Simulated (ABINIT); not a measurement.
The system is BaZrO3.

```xyz
5
Lattice="4.1913 0.0000 0.0000 0.0000 4.1913 0.0000 0.0000 0.0000 4.1913" Properties=species:S:1:pos:R:3 pbc="T T T"
Ba    0.0000    0.0000    0.0000
Zr    2.0957    2.0957    2.0957
O     2.0957    2.0957    0.0000
O     2.0957    0.0000    2.0957
O     0.0000    2.0957    2.0957
```

Base run:

* Program: ABINIT 10.8.3 (patched build)
* Functional: revPBE
* Potentials or basis: JTH PAW PBE v2.0
* Cutoff: 626 eV
* k mesh: 6 × 6 × 6
* Occupations: fermi-dirac, width 0.05 eV
* Spin: no spin polarisation

Its results: band gap on the k mesh 3.23 eV, indirect (least direct gap 3.45 eV); pressure 7.0 GPa.

Task: The run is repeated on the same cell with these changes: functional from revPBE to PBE. What comes out?

Result: Band gap on the k mesh 3.20 eV, indirect (least direct gap 3.42 eV); pressure 4.4 GPa.

PBE binds more tightly than revPBE, so the same cell stands under less pressure.

Caveats: this set's barium file shifts pressures by 1.5 GPa and gaps by 0.1 eV against other sets; spin-orbit coupling is left out, which moves the levels of the heavy elements; the PAW data sets were made with another functional, which shifts forces and pressure a little (some runs).
